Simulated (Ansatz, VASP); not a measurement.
## One calculation of W, two programs

```
CELL_PARAMETERS angstrom
0.00000 1.99900 1.99900
1.99900 0.00000 1.99900
1.99900 1.99900 0.00000
ATOMIC_POSITIONS crystal
W 0.00000 0.00000 0.00000
```

This isn't the form of W at room conditions, which is bcc.

Alike in both runs: functional PBEsol; k mesh 18 × 18 × 18; occupations gaussian, width 0.1 eV; no spin polarisation.

Ansatz relaxed the structure, and its values are those at the end. VASP's run is a single point on that final structure, the one shown.

```csv
,VASP,Ansatz
version,VASP 6.6.1,Ansatz 0.2.0
potentials or method,"VASP PAW PBE potentials, release 64 (W_sv)","scalar-relativistic, plane waves, PAW"
plane-wave cutoff (eV),520,420
valence electrons in the cell,14,14
```

```tsv
	VASP	Ansatz	Ansatz less VASP
gap on the k mesh at the Fermi level (eV)	none	none	-
pressure (GPa)	0.7	0.0	-0.69
```

A gap of «none» marks a metal or a gap that the smearing closes.

Caveats: the PAW data sets were made with another functional, which shifts forces and pressure a little (VASP). The runs have no spin-orbit coupling, so splittings on W are missing.
